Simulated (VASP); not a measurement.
**SiO₂ (fluorite), PBE0 single-point calculation: VASP's output and Ansatz's**

POSCAR

```
Si O
 1.0000000000000000
    -0.0000000000000000    2.2641691162216273    2.2641691162216273
     2.2641691162216273   -0.0000000000000000    2.2641691162216273
     2.2641691162216273    2.2641691162216273   -0.0000000000000000
 Si  O
   1   2
Cartesian
 -0.0000000000000000  0.0000000000000000 -0.0000000000000000
  1.1320845581108139  1.1320845581108139  1.1320845581108139
  3.3962536743324403  3.3962536743324403  3.3962536743324403
```

VASP ran with the recommended PBE PAW datasets (16 valence electrons in the cell).

From OUTCAR

```
k-points           NKPTS =     16   k-points in BZ     NKDIM =    216   number of bands    NBANDS=     15

   NELECT =      16.0000    total number of electrons

   dimension x,y,z NGX =    24 NGY =   24 NGZ =   24
   dimension x,y,z NGXF=    48 NGYF=   48 NGZF=   48

  energy-cutoff  :      520.00
  volume of cell :       23.21
      direct lattice vectors                 reciprocal lattice vectors
     0.000000000  2.264169116  2.264169116    -0.220831561  0.220831561  0.220831561
     2.264169116  0.000000000  2.264169116     0.220831561 -0.220831561  0.220831561
     2.264169116  2.264169116  0.000000000     0.220831561  0.220831561 -0.220831561

 k-points in reciprocal lattice and weights: KPOINTS created by Atomic Simulation Env
   0.00000000  0.00000000  0.00000000       0.005
   0.16666667  0.00000000  0.00000000       0.037
   0.33333333  0.00000000  0.00000000       0.037
   0.50000000  0.00000000  0.00000000       0.019
   0.16666667  0.16666667  0.00000000       0.028
   0.33333333  0.16666667  0.00000000       0.111
   0.50000000  0.16666667  0.00000000       0.111
  -0.33333333  0.16666667  0.00000000       0.111
   ...

 E-fermi :   8.2498

 k-point     1 :       0.0000    0.0000    0.0000
  band No.  band energies     occupation
      1     -16.7321      2.00000
      2      -9.4925      2.00000
      3       1.9422      2.00000
      4       1.9422      2.00000
      5       1.9422      2.00000
      6       5.7587      2.00000
      7       5.7587      2.00000
      8       5.7587      2.00000
      9      12.6978      0.00000
     10      16.6198      0.00000
     11      16.6198      0.00000
     12      16.6198      0.00000
     13      23.2763      0.00000
     14      23.2763      0.00000
     15      25.5467      0.00000

 k-point     2 :       0.1667    0.0000    0.0000
  band No.  band energies     occupation
      1     -16.3100      2.00000
      2     -10.0297      2.00000
      3       1.6253      2.00000
      4       1.9727      2.00000
      5       1.9728      2.00000
      6       4.5939      2.00000
      7       5.2287      2.00000
      8       5.2288      2.00000
      9      14.3162      0.00000
     10      16.9775      0.00000
     11      17.3990      0.00000
     12      17.3990      0.00000
     13      24.0602      0.00000
     14      24.0602      0.00000
     15      26.9852      0.00000

 k-point     3 :       0.3333    0.0000    0.0000
  band No.  band energies     occupation
      1     -15.1154      2.00000
      2     -11.4744      2.00000
      3       0.9266      2.00000
      4       2.1824      2.00000
      5       2.1825      2.00000
      6       3.2066      2.00000
      7       4.1103      2.00000
      8       4.1104      2.00000
      9      16.1587      0.00000
     10      19.0926      0.00000
     11      19.4677      0.00000
     12      19.4677      0.00000
     13      25.0908      0.00000
     14      25.0908      0.00000
     15      27.9202      0.00000

 k-point     4 :       0.5000    0.0000    0.0000
  band No.  band energies     occupation
      1     -13.4652      2.00000
      2     -13.2579      2.00000
      3       0.5715      2.00000
      4       2.5262      2.00000
      5       2.5263      2.00000
      6       2.7217      2.00000
      7       3.3474      2.00000
      8       3.3474      2.00000
      9      16.9009      0.00000
     10      20.7098      0.00000
     11      21.1488      0.00000
     12      21.1488      0.00000
     13      24.7837      0.00000
     14      24.7837      0.00000
     15      27.4108      0.00000

 k-point     5 :       0.1667    0.1667    0.0000
  band No.  band energies     occupation
      1     -16.1805      2.00000
      2     -10.1035      2.00000
      3       1.1325      2.00000
      4       1.1325      2.00000
      5       2.5571      2.00000
      6       3.4091      2.00000
      7       6.1379      2.00000
      8       6.1379      2.00000
      9      14.0753      0.00000
     10      15.8674      0.00000
     11      18.3433      0.00000
     12      18.3433      0.00000
     13      24.0792      0.00000
     14      24.3066      0.00000
     15      27.6514      0.00000

 k-point     6 :       0.3333    0.1667    0.0000
  band No.  band energies     occupation
      1     -15.2779      2.00000
      2     -11.0282      2.00000
      3      -0.0268      2.00000
      4       0.7569      2.00000
      5       1.0101      2.00000
      6       4.5271      2.00000
      7       5.6415      2.00000
      8       5.8978      2.00000
      9      14.7245      0.00000
     10      17.4023      0.00000
     11      20.1216      0.00000
     12      20.3208      0.00000
     13      24.4093      0.00000
     14      25.1816      0.00000
     15      29.6762      0.00000

 ...

  Total       -0.5398561     -0.5398561     -0.5398561      0.0000000      0.0000000     -0.0000000
  in kB      -37.2590718    -37.2590718    -37.2590718      0.0000000      0.0000000     -0.0000000
  external PRESSURE =     -37.2590718 kB  Pullay stress =       0.0000000 kB

 POSITION                                       TOTAL-FORCE (eV/Angst)
 -----------------------------------------------------------------------------------
      0.00000      0.00000      0.00000        -0.000000     -0.000000     -0.000000
      1.13208      1.13208      1.13208         0.000000      0.000000      0.000000
      3.39625      3.39625      3.39625        -0.000000     -0.000000     -0.000000
 -----------------------------------------------------------------------------------
    total drift:                               -0.000000      0.000000      0.000000

  FREE ENERGIE OF THE ION-ELECTRON SYSTEM (eV)
  ---------------------------------------------------
  free  energy   TOTEN  =       -26.6191366079 eV

  energy  without entropy=      -26.6191366079  energy(sigma->0) =      -26.61913661
```

The two codes use different PAW datasets and cutoffs. VASP's cell holds 16 valence electrons and Ansatz's 16. Ansatz's stress includes a Pulay correction; VASP's doesn't.

Question: What does Ansatz give for the same cell and level of theory?

Answer: gap between bands v and c 4.36 eV; least direct gap 4.36 eV; pressure -4.1 GPa.

Ansatz printed

```
SCF 3 converged in 4 iterations: F = -1770.644255 eV  dr2 = 3.30e-10
  Residual-converged pass: ⟨swp⟩=2.7  Hψ=401  notcnv=0  max |occ|·‖R‖ = 2.4e-6 eV (tolerance 2.4e-6 eV)  dr2=3.32e-10  dr2_onsite=1.35e-11  max |Δocc| = 0.0e0
hybrid outer 2: dexx = +2.448e-7 eV, tail = 3.20e-9 eV, Δε = 3.12e-3 eV (about 5.57e-5 eV left of the loop's levels)
NSCF: frozen V_eff on 6 k-points
hybrid SCF converged: 2 outer / 10 inner (+3 warm-up), last move |dexx| = 2.45e-7 eV, tail = 3.20e-9 eV
Stability not checked: this state was not tested for a lower state beside it, because the functional holds exact exchange (a hybrid, or Hartree-Fock), whose exchange loop this test does not read (fock_operator; see scf.lower_state_search)
Free energy (F): -1770.644255 eV
Frozen-core exchange: fock
Harris-Foulkes:  -1770.644255 eV  (|F-HF|=3.91e-11)
Internal energy: -1770.644255 eV  (E = F + TS)
E sigma→0 (E₀):  -1770.644255 eV
Fermi energy:    10.558427 eV
--- Per-component energies (eV) ---
  E_band       = 19.253688
  E_kinetic    = 406.939262
  E_local      = -583.168621  (includes V_loc(G=0)·N_el)
  E_nonlocal   = 113.508821
  E_hartree    = 216.181935
  E_xc         = -158.902108
  E_vxc        = -185.175225  (∫ρ·V_xc dr)
  E_exx        = -52.191299  (= α·E_x^exact, valence–valence)
  E_paw        = -824.264919  (= ΣΔE_a)
  E_vpaw       = -60.836794  (= ΣTr[D̂ρ^β])
  E_aug_tail   = 0.004929  (compensation charges beyond the density's cutoff)
  E_ewald      = -888.645017
  E_core_change = -0.107239  (= ΣΔE_core)
  E_smearing   = -0.000000  (= −TS)
  E_closure    = -0.000000  (closes the sum)
  Σ components = -1770.644255   (vs F -1770.644255, Δ=-2.27e-13)
--- Forces (eV/Å), atoms counted from 1 ---
  atom   1  Si    -0.00000000     0.00000000    -0.00000000
  atom   2  O     -0.00000000     0.00000000     0.00000000
  atom   3  O      0.00000000     0.00000000    -0.00000000
  max |Σ_I F_I| component: 9.25e-18 eV/Å
--- Stress (GPa, compression-positive) ---
       -4.096934       0.000000       0.000000
        0.000000      -4.096934       0.000000
       -0.000000       0.000000      -4.096934
  P = ⅓ Tr σ = -4.0969 GPa (-40.969 kbar)
--- Band table (eV; the first three rows and the last of 16) ---
  k-point 0: bands = ["-14.3484", "-7.1296", "4.3043", "4.3043", "4.3043", "8.1313", "8.1313", "8.1313", "15.0923", "19.0260", "19.0260", "19.0260"]
  k-point 1: bands = ["-13.9287", "-7.6660", "3.9962", "4.3377", "4.3377", "6.9665", "7.6033", "7.6033", "16.7023", "19.3720", "19.8011", "19.8011"]
  k-point 2: bands = ["-12.7364", "-9.1067", "3.3117", "4.5543", "4.5543", "5.5756", "6.4804", "6.4804", "18.5439", "21.4692", "21.8626", "21.8626"]
  k-point 15: bands = ["-10.9775", "-9.8562", "-1.2463", "0.9762", "3.5152", "7.1947", "9.6733", "10.3388", "16.8648", "22.4087", "23.0174", "25.3184"]
```
